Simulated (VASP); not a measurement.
# AlGaN2 (P-4m2) in VASP: a series of runs

One crystal, AlGaN2, is run at these levels: LDA; tasks: single point.

All numbers are computed with VASP 6.6.1; they aren't measurements. Logs are shortened: lines on timing, memory, paths and dates and some standing lists are left out, and cuts for length are marked.

**1. The crystal as given**

The structure is tetragonal, space group P-4m2 (No. 115). The conventional cell has a = 3.184 Å, b = 3.184 Å, c = 4.305 Å, α = 90.00°, β = 90.00°, γ = 90.00°. Al (site symmetry -4m2) has 4 N at 1.89 Å as nearest neighbours. Around Ga (site symmetry -4m2) lie 4 N at 1.95 Å. N (site symmetry 2mm) is surrounded by 2 Al at 1.89 Å and 2 Ga at 1.95 Å.

The cell comes from a database or a generator and needn't be the stable form of this composition.

**2. Single point, LDA**

Contents of INCAR:

```
SYSTEM = AlGaN2
  PREC = Accurate
  ENCUT = 520
  EDIFF = 1E-6
  ISMEAR = 0
  SIGMA = 0.05
  LREAL = .FALSE.
  LASPH = .TRUE.
  NELM = 100
  ALGO = Fast
  ISIF = 2
  LWAVE = .FALSE.
  LCHARG = .FALSE.
  GGA = CA
  NBANDS = 21
```

Contents of KPOINTS:

```
regular mesh
0
G
  8 8 6
  0 0 0
```

Contents of POSCAR:

```
AlGaN2
1.0
    3.1839081089      0.0000000000      0.0000000000
    0.0000000000      3.1839081089      0.0000000000
    0.0000000000      0.0000000000      4.3050681515
Al Ga N
1 1 2
Direct
    0.5000000000      0.5000000000      0.5000000000
    0.0000000000      0.0000000000      0.0000000000
    0.5000000000      0.0000000000      0.7382648100
    0.0000000000      0.5000000000      0.2617351900
```

Potentials or basis: VASP PAW LDA potentials, release 64 (Al, Ga_d, N).

On the command line:

```
> cat potpaw_LDA.64/Al/POTCAR potpaw_LDA.64/Ga_d/POTCAR potpaw_LDA.64/N/POTCAR > POTCAR
> mpirun -np 1 vasp_std > vasp.out
```

OUTCAR:

```text
SYSTEM = AlGaN2
   PREC = Accurate
   ENCUT = 520
   EDIFF = 1E-6
   ISMEAR = 0
   LREAL = .FALSE.
   LASPH = .TRUE.
   NELM = 100
   ISIF = 2
   GGA = CA

 ion  position               nearest neighbor table
   1  0.500  0.500  0.500-   3 1.89   4 1.89   3 1.89   4 1.89   2 3.11   2 3.11   2 3.11   2 3.11
                             2 3.11   2 3.11   2 3.11   2 3.11
   2  0.000  0.000  0.000-   3 1.95   4 1.95   4 1.95   3 1.95   1 3.11   1 3.11   1 3.11   1 3.11
                             1 3.11   1 3.11   1 3.11   1 3.11
   3  0.500  0.000  0.738-   1 1.89   1 1.89   2 1.95   2 1.95
   4  0.000  0.500  0.262-   1 1.89   1 1.89   2 1.95   2 1.95

  LATTYP: Found a simple tetragonal cell.
 ALAT       =     3.1839081089
 C/A-ratio  =     1.3521332916

  Lattice vectors:

 A1 = (   3.1839081089,   0.0000000000,   0.0000000000)
 A2 = (   0.0000000000,   3.1839081089,   0.0000000000)
 A3 = (   0.0000000000,   0.0000000000,   4.3050681515)

Analysis of symmetry for initial positions (statically):
=====================================================================
 Subroutine PRICEL returns:
 Original cell was already a primitive cell.

 Routine SETGRP: Setting up the symmetry group for a
 simple tetragonal supercell.

 Subroutine GETGRP returns: Found  8 space group operations
 (whereof  8 operations were pure point group operations)
 out of a pool of 16 trial point group operations.

The static configuration has the point symmetry D_2d.

Analysis of symmetry for dynamics (positions and initial velocities):
=====================================================================
 Subroutine PRICEL returns:
 Original cell was already a primitive cell.

 Routine SETGRP: Setting up the symmetry group for a
 simple tetragonal supercell.

 Subroutine GETGRP returns: Found  8 space group operations
 (whereof  8 operations were pure point group operations)
 out of a pool of 16 trial point group operations.

The dynamic configuration has the point symmetry D_2d.

 Subroutine INISYM returns: Found  8 space group operations
 (whereof  8 operations are pure point group operations),
 and found     1 'primitive' translations

----------------------------------------------------------------------------------------

                                     Primitive cell

  volume of cell :      43.6416

  direct lattice vectors                    reciprocal lattice vectors
     3.183908109  0.000000000  0.000000000     0.314079416  0.000000000  0.000000000
     0.000000000  3.183908109  0.000000000     0.000000000  0.314079416  0.000000000
     0.000000000  0.000000000  4.305068152     0.000000000  0.000000000  0.232284360

  length of vectors
     3.183908109  3.183908109  4.305068152     0.314079416  0.314079416  0.232284360

  position of ions in fractional coordinates (direct lattice)
     0.500000000  0.500000000  0.500000000
     0.000000000  0.000000000  0.000000000
     0.500000000  0.000000000  0.738264810
     0.000000000  0.500000000  0.261735190

  ion indices of the primitive-cell ions
   primitive index   ion index
                 1           1
                 2           2
                 3           3
                 4           4

----------------------------------------------------------------------------------------

 KPOINTS: regular mesh

Automatic generation of k-mesh.
 Grid dimensions read from file:
 generate k-points for:    8    8    6

 Generating k-lattice:

  Cartesian coordinates                     Fractional coordinates (reciprocal lattice)
     0.039259927  0.000000000  0.000000000     0.125000000  0.000000000  0.000000000
     0.000000000  0.039259927  0.000000000     0.000000000  0.125000000  0.000000000
     0.000000000  0.000000000  0.038714060     0.000000000  0.000000000  0.166666667

  Length of vectors
     0.039259927  0.039259927  0.038714060

  Shift w.r.t. Gamma in fractional coordinates (k-lattice)
     0.000000000  0.000000000  0.000000000

 Subroutine IBZKPT returns following result:
 ===========================================

 Found     60 irreducible k-points:

 Following reciprocal coordinates:
            Coordinates               Weight
  0.000000  0.000000  0.000000      1.000000
  0.125000  0.000000  0.000000      4.000000
  0.250000  0.000000  0.000000      4.000000
  0.375000  0.000000  0.000000      4.000000
  0.500000  0.000000  0.000000      2.000000
  0.125000  0.125000  0.000000      4.000000
[... 16 lines left out ...]
  0.375000  0.125000  0.166667     16.000000
  0.500000  0.125000  0.166667      8.000000
 [... further k-points ...]
   k-points           NKPTS =     60   k-points in BZ     NKDIM =     60   number of bands    NBANDS=     21
   number of dos      NEDOS =    301   number of ions     NIONS =      4
   total plane-waves  NPLWV =  18432
   dimension x,y,z NGX =    24 NGY =   24 NGZ =   32
   dimension x,y,z NGXF=    48 NGYF=   48 NGZF=   64
   ions per type =               1   1   2
   NGX,Y,Z   is equivalent  to a cutoff of  12.53, 12.53, 12.36 a.u.
   NGXF,Y,Z  is equivalent  to a cutoff of  25.06, 25.06, 24.71 a.u.
 SYSTEM =  AlGaN2
   PREC   = accura    normal or accurate (medium, high low for compatibility)
   ISTART =      0    job   : 0-new  1-cont  2-samecut
   ICHARG =      2    charge: 1-file 2-atom 10-const
   ISPIN  =      1    spin polarized calculation?
   LNONCOLLINEAR =      F non collinear calculations
   LSORBIT =      F    spin-orbit coupling
   LASPH  =      T    aspherical Exc in radial PAW
   ENCUT  =  520.0 eV  38.22 Ry    6.18 a.u.   5.92  5.92  8.00*2*pi/ulx,y,z
   NELM   =    100;   NELMIN=  2; NELMDL= -5     # of ELM steps
   EDIFF  = 0.1E-05   stopping-criterion for ELM
   LREAL  =      F    real-space projection
   EDIFFG = 0.1E-04   stopping-criterion for IOM
   NSW    =      0    number of steps for IOM
   IBRION =     -1    ionic relax: 0-MD 1-quasi-New 2-CG
   NFREE  =      0    steps in history (QN), initial steepest desc. (CG)
   ISIF   =      2    stress and relaxation
   ISYM   =      2    0-nonsym 1-usesym 2-fastsym
   POTIM  = 0.5000    time-step for ionic-motion
   TEBEG  =    0.0;   TEEND  =   0.0 temperature during run
   PSTRESS=    0.0 pullay stress
   NELECT =      26.0000    total number of electrons
   NUPDOWN=      -1.0000    fix difference up-down
   EMIN   =  10.00;   EMAX   =-10.00  energy-range for DOS
   EFERMI =   0.00;   METHOD = LEGACY
   ISMEAR =     0;   SIGMA  =   0.05  broadening in eV -4-tet -1-fermi 0-gaus
   EFERMI_NEDOS =   21; number of points for ismear=-14 and -15
   IALGO  =     68    algorithm
   IMIX   =      4    mixing-type and parameters
     AMIX     =   0.40;   BMIX     =  1.00
     AMIX_MAG =   1.60;   BMIX_MAG =  1.00
  volume/ion in A,a.u.               =      10.91        73.63
  Fermi-wavevector in a.u.,A,eV,Ry     =   1.377523  2.603141 25.818009  1.897570
  Thomas-Fermi vector in A             =   2.502669
   LORBIT       =      0    0 simple, 1 ext, 2 COOP (PROOUT), +10 PAW based schemes
   GGA     = CA    functional components
   LHFCALC =     F    Hartree Fock is set to
   AEXX    =    0.0000 exact exchange contribution
   IVDW    =     0    specifies the selected vdW correction
   LEPSILON=     F    determine dielectric tensor
   LRPA    =     F    only Hartree local field effects (RPA)
 non-spin polarized calculation
 RMM-DIIS sequential band-by-band and
 Gauss-broadening in eV      SIGMA  =   0.05
  energy-cutoff  :      520.00
  volume of cell :       43.64
 maximum number of plane-waves:      1190
 NGX is ok and might be reduce to    24

 number of electron      25.9999999 magnetization

 Free energy of the ion-electron system (eV)
  ---------------------------------------------------
  ext. energy  EPLUGINS =         0.00000000
  ---------------------------------------------------
  free energy    TOTEN  =       -30.28574584 eV

  energy without entropy =      -30.28574584  energy(sigma->0) =      -30.28574584

 E-fermi :   5.6243     XC(G=0): -11.7247

 val. band max:        5.3435320432   @ k =   0.0000   0.0000   0.0000
 cond. band min:       8.2556986448   @ k =   0.0000   0.0000   0.0000
 fundamental gap:      2.9121666016
 Fermi energy:         5.6242866660

 k-point     1 :       0.0000    0.0000    0.0000
  band No.  band energies     occupation
      1      -9.9638      2.00000
      2      -8.6363      2.00000
      3      -7.7168      2.00000
      4      -7.7168      2.00000
      5      -7.6702      2.00000
      6      -7.5038      2.00000
[... 13 lines left out ...]
     20      18.3804      0.00000
     21      19.8854      0.00000

 k-point     2 :       0.1250    0.0000    0.0000
  band No.  band energies     occupation
      1      -9.8325      2.00000
      2      -8.6345      2.00000
      3      -7.7178      2.00000
      4      -7.7144      2.00000
      5      -7.6502      2.00000
      6      -7.5144      2.00000
[... 13 lines left out ...]
     20      18.1853      0.00000
     21      19.4583      0.00000

 k-point     3 :       0.2500    0.0000    0.0000
  band No.  band energies     occupation
      1      -9.4853      2.00000
      2      -8.6419      2.00000
      3      -7.7086      2.00000
      4      -7.6916      2.00000
      5      -7.5728      2.00000
      6      -7.5399      2.00000
[... 13 lines left out ...]
     20      17.6281      0.00000
     21      18.4579      0.00000
[... 457 lines left out ...]
 k-point    23 :       0.3750    0.1250    0.1667
  band No.  band energies     occupation
      1      -8.9849      2.00000
      2      -8.6566      2.00000
      3      -7.7094      2.00000
      4      -7.6133      2.00000
      5      -7.5848      2.00000
      6      -7.2167      2.00000
[... 13 lines left out ...]
     20      17.4069      0.00000
     21      17.6281      0.00000

 k-point    24 :       0.5000    0.1250    0.1667
  band No.  band energies     occupation
      1      -8.8382      2.00000
      2      -8.6881      2.00000
      3      -7.7039      2.00000
      4      -7.6015      2.00000
      5      -7.5959      2.00000
      6      -6.8324      2.00000
[... 13 lines left out ...]
     20      17.2713      0.00000
     21      17.4613      0.00000

 [... further k-points ...]

------------------------ aborting loop because EDIFF is reached ----------------------------------------

  FORCE on cell =-STRESS in cart. coord.  units (eV):
  Direction    XX          YY          ZZ          XY          YZ          ZX
  --------------------------------------------------------------------------------------
  -------------------------------------------------------------------------------------
  Total       -1.6159992     -1.6159992     -0.3273923      0.0000000      0.0000000      0.0000000
  in kB      -59.3267633    -59.3267633    -12.0192664      0.0000000      0.0000000      0.0000000
  external PRESSURE =     -43.5575977 kB  Pullay stress =       0.0000000 kB

 VOLUME and BASIS-vectors are now :
 -----------------------------------------------------------------------------
  energy-cutoff  :      520.00
  volume of cell :       43.64
      direct lattice vectors                 reciprocal lattice vectors
     3.183908109  0.000000000  0.000000000     0.314079416  0.000000000  0.000000000
     0.000000000  3.183908109  0.000000000     0.000000000  0.314079416  0.000000000
     0.000000000  0.000000000  4.305068152     0.000000000  0.000000000  0.232284360

 POSITION                                       TOTAL-FORCE (eV/Angst)
 -----------------------------------------------------------------------------------
      1.59195      1.59195      2.15253        -0.000000      0.000000      0.000000
      0.00000      0.00000      0.00000         0.000000     -0.000000      0.000000
      1.59195      0.00000      3.17828        -0.000000     -0.000000      0.091148
      0.00000      1.59195      1.12679        -0.000000     -0.000000     -0.091148
 -----------------------------------------------------------------------------------
    total drift:                               -0.000000      0.000000     -0.000000

  FREE ENERGIE OF THE ION-ELECTRON SYSTEM (eV)
  ---------------------------------------------------
  free  energy   TOTEN  =       -30.2857458431 eV

  energy  without entropy=      -30.2857458431  energy(sigma->0) =      -30.28574584
```

Wall time 29 s (1 thread of AMD EPYC 9R45 (Zen 5), shared host); peak memory 0.14 GiB.

What came out:

```
Free energy            : -30.2857 eV
Pressure               : -4.4 GPa
Largest force          : 0.091 eV/Å
Band gap on the k mesh : 2.91 eV, direct
```

Forces in eV/Å, atoms in the order of the input:
```
Al   0.000  0.000  0.000
Ga   0.000  0.000  0.000
N    0.000  0.000  0.091
N    0.000  0.000 -0.091
```

Levels at points of the mesh, in eV from the valence-band top:
```
           k point  band 9  band 10  band 11  band 12  band 13  band 14  band 15  band 16  band 17  band 18
(0.00, 0.00, 0.00)   -2.50    -2.50    -0.08     0.00     0.00     2.91     3.42     7.06    11.15    11.15
(0.50, 0.00, 0.00)   -4.33    -2.75    -2.66    -1.10    -0.83     6.98     7.02     7.69     8.09    10.55
(0.50, 0.50, 0.00)   -5.06    -2.12    -2.11    -2.11    -2.11     3.37     3.37     6.47     8.81    12.25
(0.00, 0.00, 0.50)   -2.33    -1.65    -1.65    -1.10    -1.10     5.30     5.51     7.71     8.82    11.54
(0.50, 0.00, 0.50)   -6.17    -1.07    -0.70    -0.67    -0.38     5.13     6.46     9.11     9.39     9.81
(0.50, 0.50, 0.50)   -4.40    -3.98    -3.23    -3.22    -3.22     6.41     6.41     8.78    10.61    11.57
```

A k mesh can miss the band edges. Expect the measured gap to be larger: semilocal functionals such as LDA lack the derivative discontinuity.

**3. Single point, LDA**

This run uses another cell than the first one, of the same volume but with other edges.

Contents of INCAR:

```
SYSTEM = AlGaN2
PREC = Accurate
ENCUT = 520
EDIFF = 1E-6
ISMEAR = 0
SIGMA = 0.05
LREAL = .FALSE.
LASPH = .TRUE.
NELM = 100
ALGO = Normal
ISIF = 2
LWAVE = .FALSE.
LCHARG = .FALSE.
NBANDS = 21
```

KPOINTS is that of step 2.

Contents of POSCAR:

```
AlGaN2
1.0
    2.8778610319      0.0000000000      0.0000000000
    0.0000000000      2.8778610319      0.0000000000
    0.0000000000      0.0000000000      5.2694033572
Al Ga N
1 1 2
Direct
    0.5000000000      0.5000000000      0.5000000000
    0.0000000000      0.0000000000      0.0000000000
    0.5000000000      0.0000000000      0.7382648100
    0.0000000000      0.5000000000      0.2617351900
```

Potentials or basis: VASP PAW LDA potentials, release 64 (Al, Ga_d, N).

On the command line:

```
> cat potpaw_LDA.64/Al/POTCAR potpaw_LDA.64/Ga_d/POTCAR potpaw_LDA.64/N/POTCAR > POTCAR
> mpirun -np 1 vasp_std > vasp.out
```

It took 27 s on 1 thread of AMD EPYC 9R45 (Zen 5), shared host; peak memory 0.15 GiB.

The run converged. Its results:

```
Free energy            : -29.0438 eV
Pressure               : -7.3 GPa
Largest force          : 0.432 eV/Å
Band gap on the k mesh : 1.52 eV, indirect (least direct gap 1.62 eV)
```

Forces in eV/Å, atoms in the order of the input:
```
Al   0.000  0.000  0.000
Ga   0.000  0.000  0.000
N    0.000  0.000  0.432
N    0.000  0.000 -0.432
```

Stress tensor (GPa, compression positive):
```
 13.38   0.00   0.00
  0.00  13.38   0.00
  0.00   0.00 -48.60
```

Levels at points of the mesh, in eV from the valence-band top:
```csv
k point,band 9,band 10,band 11,band 12,band 13,band 14,band 15,band 16,band 17,band 18
"(0.00, 0.00, 0.00)",-2.05,-1.49,-1.49,-0.10,-0.10,1.52,4.14,8.62,9.71,10.47
"(0.50, 0.00, 0.00)",-5.57,-4.80,-4.60,-0.42,-0.06,5.35,5.51,6.71,7.71,9.79
"(0.50, 0.50, 0.00)",-4.91,-3.51,-3.51,-3.36,-3.33,2.21,2.21,3.93,6.91,9.74
"(0.00, 0.00, 0.50)",-4.93,-1.08,-1.08,-0.63,-0.63,4.18,4.75,5.86,8.55,10.47
"(0.50, 0.00, 0.50)",-6.93,-2.73,-2.57,-0.42,-0.04,2.48,3.47,8.43,8.67,10.25
"(0.50, 0.50, 0.50)",-4.63,-4.40,-3.90,-3.90,-3.77,4.29,4.29,6.55,6.55,6.61
```

A k mesh can miss the band edges. LDA gaps usually lie below the measured ones, often by a third to a half.
